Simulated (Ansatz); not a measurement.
# Se: energy and pressure over a range of volumes

An exercise on one series of results from a longer session: the logs are not shown, and one member is left open.

Method: DFT PBEsol, scalar-relativistic, in Ansatz 0.2.0.

**The system as given**

It takes space group P3_221 (No. 154, trigonal). The conventional cell has a = 4.355 Å, b = 4.355 Å, c = 4.949 Å, α = 90.00°, β = 90.00°, γ = 120.00°. Around Se (site symmetry 2) lie 2 Se at 2.32 Å.

Coordinates:

```
CELL_PARAMETERS angstrom
4.35517 0.00000 0.00000
-2.17758 3.77169 0.00000
0.00000 0.00000 4.94945
ATOMIC_POSITIONS crystal
Se 0.21700 0.00000 0.16667
Se 0.00000 0.21700 0.83333
Se 0.78300 0.78300 0.50000
```

The structure is an experimental refinement, used without relaxation.

Atoms are numbered in the order of the input: Se1, Se2, Se3.

The first run:

Input file input.yaml:

```yaml
crystal:
  lattice:
    - [4.2662637173, 0.0, 0.0]
    - [-2.1331318586, 3.6946927584, 0.0]
    - [0.0, 0.0, 4.8484124658]
  atoms:
    - { symbol: Se, position: [0.217, 0.0, 0.1666666667] }
    - { symbol: Se, position: [0.0, 0.217, 0.8333333333] }
    - { symbol: Se, position: [0.783, 0.783, 0.5] }
kpoints:
  mp_grid: { grid: [8, 8, 6] }
  band_path:
    path:
      - [0.0, 0.0, 0.0]
      - [0.5, 0.0, 0.0]
      - [0.3333333333, 0.3333333333, 0.0]
      - [0.0, 0.0, 0.0]
      - [0.0, 0.0, 0.5]
      - [0.5, 0.0, 0.5]
      - [0.3333333333, 0.3333333333, 0.5]
      - [0.0, 0.0, 0.5]
      - [0.5, 0.0, 0.5]
    npoints: 5
scf:
  occupations: { method: fermi_dirac, width: 0.02 }
hamiltonian:
  xc: pbesol
  pseudopotentials: { kind: all_electron, lapw: { basis_error: 0.001 } }
output:
  forces: true
  stress: true
  eigenvalues: true
```

Launch:

```sh
$ ansatz run input.yaml --threads 1 --pin off --max-ram 4096MiB --backend cpu --events-out ev --progress --plain --runs-dir out
```

Steps of the session up to this table: Volume × 0.94, LAPW; Volume × 0.94, PAW; Volume × 0.94, crystal datasets; Volume × 0.98, LAPW; Volume × 0.98, PAW; Volume × 0.98, crystal datasets; Volume × 1.01, LAPW; Volume × 1.01, PAW; Volume × 1.01, crystal datasets; Volume × 1.04, LAPW; Volume × 1.04, PAW; Volume × 1.04, crystal datasets.

One table of the session follows, with a row left open; its other results are not shown here.

```
          method  volume (Å³/atom)  pressure (GPa)  gap on the k mesh (eV)  largest force (eV/Å)
            LAPW            25.474            7.47                    1.14                 1.823
            LAPW            26.558            4.26                    1.10                 1.258
            LAPW            27.100            2.88                    1.08                 1.004
            LAPW            27.371            2.25                    1.07                 0.883
            LAPW            28.184            0.53                    1.04                 0.544
             PAW            25.474            7.48                    1.13                 1.829
             PAW            26.558            4.26                    1.09                 1.263
             PAW            27.100            2.89                    1.07                 1.009
             PAW            27.371            2.25                    1.06                 0.888
             PAW            28.184            0.53                    1.03                 0.548
crystal datasets            25.474            7.47                    1.14                 1.824
crystal datasets            26.558               ?                       ?                     ?
crystal datasets            27.100            2.88                    1.08                 1.004
crystal datasets            27.371            2.25                    1.07                 0.883
crystal datasets            28.184            0.53                    1.04                 0.544
```

Q: Estimate the row for crystal datasets, 26.558 from the others.

As computed: pressure (GPa): 4.25; gap on the k mesh (eV): 1.10; largest force (eV/Å): 1.259. In the column «pressure (GPa)» it lies between PAW, 27.100 (2.89) and LAPW, 26.558 (4.26).

To keep in mind: Warnings in the runs' records: crystal datasets made.
